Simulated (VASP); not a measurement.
# SnSe (I4/mmm) in VASP: notebook

One crystal, SnSe, is run at these levels: r2SCAN; tasks: single point.

Everything below comes from runs of VASP 6.6.1. Logs are shortened: lines on timing, memory, paths and dates and some standing lists are left out, and cuts for length are marked.

## 1. The cell of the first run

The structure is tetragonal, space group I4/mmm (No. 139). Conventional cell: a = 4.246 Å, b = 4.246 Å, c = 5.678 Å, α = 90.00°, β = 90.00°, γ = 90.00°. Around Sn (site symmetry 4/mmm) lie 6 Se at 2.84 to 3.00 Å. Se (site symmetry 4/mmm) is surrounded by 6 Sn at 2.84 to 3.00 Å.

The cell was built by a generator and needn't be a form met in nature.

## 2. Single point, r2SCAN (uniaxial_x strain -5.4%)

The input, POSCAR:

```
SnSe
1.0
    0.0000000000      3.0021131538      3.0021131538
    2.8387981982      0.0000000000      3.0021131538
    2.8387981982      3.0021131538      0.0000000000
Sn Se
1 1
Direct
    0.0000000000      0.0000000000      0.0000000000
    0.5000000000      0.5000000000      0.5000000000
```

The input, INCAR.step1:

```
SYSTEM = SnSe
  PREC = Accurate
  ENCUT = 520
  ISMEAR = -1
  SIGMA = 0.02
  LREAL = .False.
  LASPH = .True.
  NELM = 100
  NBANDS = 17
  GGA = PE
  ALGO = Normal
  EDIFF = 1E-4
  LWAVE = .True.
  LCHARG = .False.
```

The input, INCAR.step2:

```
SYSTEM = SnSe
  PREC = Accurate
  ENCUT = 520
  EDIFF = 1E-7
  ISMEAR = -1
  SIGMA = 0.02
  LREAL = .False.
  LASPH = .True.
  NELM = 100
  ALGO = Normal
  ISIF = 2
  LWAVE = .False.
  LCHARG = .False.
  METAGGA = R2SCAN
  LMIXTAU = .True.
  NBANDS = 17
  ISTART = 1
```

The input, KPOINTS:

```
Automatic mesh
0
Gamma
  8 8 8
  0 0 0
```

Potentials or basis: VASP PAW PBE potentials, release 64 (Sn_d, Se).

Launch:

```
> cat potpaw_PBE.64/Sn_d/POTCAR potpaw_PBE.64/Se/POTCAR > POTCAR
> cp INCAR.step1 INCAR
> mpirun -np 1 vasp_std > vasp.out
> cp INCAR.step2 INCAR
> mpirun -np 1 vasp_std > vasp.out
```

OUTCAR:

```text
SYSTEM = SnSe
   PREC = Accurate
   ENCUT = 520
   EDIFF = 1E-7
   ISMEAR = -1
   LREAL = .False.
   LASPH = .True.
   NELM = 100
   ISIF = 2
   METAGGA = R2SCAN
   ISTART = 1

 ion  position               nearest neighbor table
   1  0.000  0.000  0.000-   2 2.84   2 2.84   2 3.00   2 3.00   2 3.00   2 3.00
   2  0.500  0.500  0.500-   1 2.84   1 2.84   1 3.00   1 3.00   1 3.00   1 3.00

  LATTYP: Found a body centered tetragonal cell.
 ALAT       =     4.2456291379
 C/A-ratio  =     1.3372803446

  Lattice vectors:

 A1 = (  -2.8387981982,   0.0000000000,  -3.0021131538)
 A2 = (  -2.8387981982,   0.0000000000,   3.0021131538)
 A3 = (   2.8387981982,   3.0021131538,   0.0000000000)

Analysis of symmetry for initial positions (statically):
=====================================================================
 Subroutine PRICEL returns:
 Original cell was already a primitive cell.

 Routine SETGRP: Setting up the symmetry group for a
 body centered tetragonal supercell.

 Subroutine GETGRP returns: Found 16 space group operations
 (whereof 16 operations were pure point group operations)
 out of a pool of 16 trial point group operations.

The static configuration has the point symmetry D_4h.

Analysis of symmetry for dynamics (positions and initial velocities):
=====================================================================
 Subroutine PRICEL returns:
 Original cell was already a primitive cell.

 Routine SETGRP: Setting up the symmetry group for a
 body centered tetragonal supercell.

 Subroutine GETGRP returns: Found 16 space group operations
 (whereof 16 operations were pure point group operations)
 out of a pool of 16 trial point group operations.

The dynamic configuration has the point symmetry D_4h.

 Subroutine INISYM returns: Found 16 space group operations
 (whereof 16 operations are pure point group operations),
 and found     1 'primitive' translations

----------------------------------------------------------------------------------------

                                     Primitive cell

  volume of cell :      51.1704

  direct lattice vectors                    reciprocal lattice vectors
     0.000000000  3.002113154  3.002113154    -0.176130871  0.166549352  0.166549352
     2.838798198  0.000000000  3.002113154     0.176130871 -0.166549352  0.166549352
     2.838798198  3.002113154  0.000000000     0.176130871  0.166549352 -0.166549352

[... 75 lines left out ...]
   ISTART =      1    job   : 0-new  1-cont  2-samecut
   ICHARG =      0    charge: 1-file 2-atom 10-const
   ISPIN  =      1    spin polarized calculation?
   LNONCOLLINEAR =      F non collinear calculations
   LSORBIT =      F    spin-orbit coupling
   LASPH  =      T    aspherical Exc in radial PAW
   ENCUT  =  520.0 eV  38.22 Ry    6.18 a.u.   7.89  7.68  7.68*2*pi/ulx,y,z
   NELM   =    100;   NELMIN=  2; NELMDL=  0     # of ELM steps
   EDIFF  = 0.1E-06   stopping-criterion for ELM
   LREAL  =      F    real-space projection
   EDIFFG = 0.1E-05   stopping-criterion for IOM
   NSW    =      0    number of steps for IOM
   IBRION =     -1    ionic relax: 0-MD 1-quasi-New 2-CG
   NFREE  =      0    steps in history (QN), initial steepest desc. (CG)
   ISIF   =      2    stress and relaxation
   ISYM   =      2    0-nonsym 1-usesym 2-fastsym
   POTIM  = 0.5000    time-step for ionic-motion
   TEBEG  =    0.0;   TEEND  =   0.0 temperature during run
   PSTRESS=    0.0 pullay stress
   NELECT =      20.0000    total number of electrons
   NUPDOWN=      -1.0000    fix difference up-down
   EMIN   =  10.00;   EMAX   =-10.00  energy-range for DOS
   EFERMI =   0.00;   METHOD = LEGACY
   ISMEAR =    -1;   SIGMA  =   0.02  broadening in eV -4-tet -1-fermi 0-gaus
   EFERMI_NEDOS =   21; number of points for ismear=-14 and -15
   IALGO  =     38    algorithm
   IMIX   =      4    mixing-type and parameters
     AMIX     =   0.40;   BMIX     =  1.00
     AMIX_MAG =   1.60;   BMIX_MAG =  1.00
  volume/ion in A,a.u.               =      25.59       172.66
  Fermi-wavevector in a.u.,A,eV,Ry     =   1.196957  2.261921 19.493156  1.432707
  Thomas-Fermi vector in A             =   2.332884
   LORBIT       =      0    0 simple, 1 ext, 2 COOP (PROOUT), +10 PAW based schemes
   METAGGA = R2SCAN    functional components
   LHFCALC =     F    Hartree Fock is set to
   AEXX    =    0.0000 exact exchange contribution
   IVDW    =     0    specifies the selected vdW correction
   LEPSILON=     F    determine dielectric tensor
   LRPA    =     F    only Hartree local field effects (RPA)
 non-spin polarized calculation
  energy-cutoff  :      520.00
  volume of cell :       51.17
 maximum number of plane-waves:      1403
   NGX = 15   NGY = 15   NGZ = 15

 number of electron      19.9999999 magnetization

 Free energy of the ion-electron system (eV)
  ---------------------------------------------------
  ext. energy  EPLUGINS =         0.00000000
  ---------------------------------------------------
  free energy    TOTEN  =       -39.78517253 eV

  energy without entropy =      -39.78517253  energy(sigma->0) =      -39.78517253

 E-fermi :   6.7103     XC(G=0): -10.5029

 val. band max:        6.3688807600   @ k =   0.5000   0.0000   0.0000
 cond. band min:       7.0850533811   @ k =  -0.3750   0.1250  -0.0000
 fundamental gap:      0.7161726212
 Fermi energy:         6.7103096705

 k-point     1 :       0.0000    0.0000    0.0000
  band No.  band energies     occupation
      1     -16.1060      2.00000
      2     -16.0984      2.00000
      3     -16.0912      2.00000
      4     -16.0862      2.00000
      5     -16.0862      2.00000
      6      -8.7683      2.00000
[... 457 lines left out ...]
      4     -16.0806      2.00000
      5     -16.0766      2.00000
      6      -8.0732      2.00000
[... 9 lines left out ...]
     16      15.9910      0.00000
     17      18.2840      0.00000

 [... further k-points ...]
[... 5 lines left out ...]
  --------------------------------------------------------------------------------------
  -------------------------------------------------------------------------------------
  Total        3.4601883      0.3217418      0.3217418     -0.0000000      0.0000000      0.0000000
  in kB      108.3407105     10.0739423     10.0739423     -0.0000000      0.0000000      0.0000000
  external PRESSURE =      42.8295317 kB  Pullay stress =       0.0000000 kB

 VOLUME and BASIS-vectors are now :
 -----------------------------------------------------------------------------
  energy-cutoff  :      520.00
  volume of cell :       51.17
      direct lattice vectors                 reciprocal lattice vectors
     0.000000000  3.002113154  3.002113154    -0.176130871  0.166549352  0.166549352
     2.838798198  0.000000000  3.002113154     0.176130871 -0.166549352  0.166549352
     2.838798198  3.002113154  0.000000000     0.176130871  0.166549352 -0.166549352

 POSITION                                       TOTAL-FORCE (eV/Angst)
 -----------------------------------------------------------------------------------
      0.00000      0.00000      0.00000        -0.000000      0.000000      0.000000
      2.83880      3.00211      3.00211         0.000000      0.000000      0.000000
 -----------------------------------------------------------------------------------
    total drift:                                0.000000     -0.000000     -0.000000

  FREE ENERGIE OF THE ION-ELECTRON SYSTEM (eV)
  ---------------------------------------------------
  free  energy   TOTEN  =       -39.7851725281 eV

  energy  without entropy=      -39.7851725277  energy(sigma->0) =      -39.78517253
```

It took 1.9 min on 1 thread of Intel Xeon Platinum 8488C (Sapphire Rapids), shared host; peak memory 0.22 GiB.

Results:

- Free energy: -39.7852 eV
- Pressure: 4.3 GPa
- Band gap on the k mesh: 0.72 eV, indirect (least direct gap 0.84 eV)

Caveat: the PAW data sets were made with another functional, which shifts forces and pressure a little; spin-orbit coupling is left out, which moves the levels of the heavy elements. A k mesh can miss the band edges.

## 3. Single point, r2SCAN (epitaxial_xy strain +5.2%)

The input, POSCAR:

```
SnSe
1.0
    0.0000000000      3.1570221925      2.9734882587
    3.1570221925      0.0000000000      2.9734882587
    3.1570221925      3.1570221925      0.0000000000
Sn Se
1 1
Direct
    0.0000000000      0.0000000000      0.0000000000
    0.5000000000      0.5000000000      0.5000000000
```

The input, INCAR.step1:

```
SYSTEM = SnSe
  PREC = Accurate
  ENCUT = 520
  ISMEAR = -1
  SIGMA = 0.02
  LREAL = .FALSE.
  LASPH = .TRUE.
  NELM = 100
  NBANDS = 17
  GGA = PE
  ALGO = Normal
  EDIFF = 1E-4
  LWAVE = .TRUE.
  LCHARG = .FALSE.
```

The input, INCAR.step2:

```
SYSTEM = SnSe
  PREC = Accurate
  ENCUT = 520
  EDIFF = 1E-6
  ISMEAR = -1
  SIGMA = 0.02
  LREAL = .FALSE.
  LASPH = .TRUE.
  NELM = 100
  ALGO = Normal
  ISIF = 2
  LWAVE = .FALSE.
  LCHARG = .TRUE.
  METAGGA = R2SCAN
  LMIXTAU = .TRUE.
  LELF = .TRUE.
  LVHAR = .TRUE.
  NBANDS = 17
  ISTART = 1
```

The input, KPOINTS:

```
Automatic mesh
0
G
  8 8 8
  0 0 0
```

Potentials or basis: VASP PAW PBE potentials, release 64 (Sn_d, Se).

Launch:

```
> cat potpaw_PBE.64/Sn_d/POTCAR potpaw_PBE.64/Se/POTCAR > POTCAR
> cp INCAR.step1 INCAR
> mpirun -np 1 vasp_std > vasp.out
> cp INCAR.step2 INCAR
> mpirun -np 1 vasp_std > vasp.out
```

OUTCAR:

```text
SYSTEM = SnSe
   PREC = Accurate
   ENCUT = 520
   EDIFF = 1E-6
   ISMEAR = -1
   LREAL = .FALSE.
   LASPH = .TRUE.
   NELM = 100
   ISIF = 2
   METAGGA = R2SCAN
   ISTART = 1

 ion  position               nearest neighbor table
   1  0.000  0.000  0.000-   2 2.97   2 2.97   2 3.16   2 3.16   2 3.16   2 3.16
   2  0.500  0.500  0.500-   1 2.97   1 2.97   1 3.16   1 3.16   1 3.16   1 3.16

  LATTYP: Found a body centered tetragonal cell.
 ALAT       =     4.4647036013
 C/A-ratio  =     1.3319980560

  Lattice vectors:

 A1 = (   0.0000000000,  -3.1570221925,  -2.9734882587)
[... 649 lines left out ...]
      4     -17.7592      2.00000
      5     -17.7552      2.00000
      6      -8.7616      2.00000
[... 9 lines left out ...]
     16      14.1606      0.00000
     17      15.6898      0.00000

 [... further k-points ...]
[... 5 lines left out ...]
  --------------------------------------------------------------------------------------
  -------------------------------------------------------------------------------------
  Total       -1.9322637     -1.9322637      0.1101407      0.0000000      0.0000000      0.0000000
  in kB      -52.2306566    -52.2306566      2.9771925      0.0000000      0.0000000      0.0000000
  external PRESSURE =     -33.8280402 kB  Pullay stress =       0.0000000 kB

 VOLUME and BASIS-vectors are now :
 -----------------------------------------------------------------------------
  energy-cutoff  :      520.00
  volume of cell :       59.27
      direct lattice vectors                 reciprocal lattice vectors
     0.000000000  3.157022192  2.973488259    -0.158377094  0.158377094  0.168152673
     3.157022192  0.000000000  2.973488259     0.158377094 -0.158377094  0.168152673
     3.157022192  3.157022192  0.000000000     0.158377094  0.158377094 -0.168152673

 POSITION                                       TOTAL-FORCE (eV/Angst)
 -----------------------------------------------------------------------------------
      0.00000      0.00000      0.00000        -0.000000      0.000000      0.000000
      3.15702      3.15702      2.97349         0.000000     -0.000000      0.000000
 -----------------------------------------------------------------------------------
    total drift:                                0.000000     -0.000000     -0.000000

  FREE ENERGIE OF THE ION-ELECTRON SYSTEM (eV)
  ---------------------------------------------------
  free  energy   TOTEN  =       -39.7786881845 eV

  energy  without entropy=      -39.7786583277  energy(sigma->0) =      -39.77867326
```

Wall time 2.7 min (1 thread of Intel Xeon Platinum 8488C (Sapphire Rapids), shared host); peak memory 0.23 GiB.

What came out:

| Property | Result |
| --- | --- |
| Free energy | -39.7787 eV |
| Pressure | -3.4 GPa |
| Band gap on the k mesh | 0.19 eV, direct |

Stress tensor (GPa, compression positive):
```
-5.22  0.00  0.00
 0.00 -5.22  0.00
 0.00  0.00  0.30
```

Caveat: the PAW data sets were made with another functional, which shifts forces and pressure a little; spin-orbit coupling is left out, which moves the levels of the heavy elements.
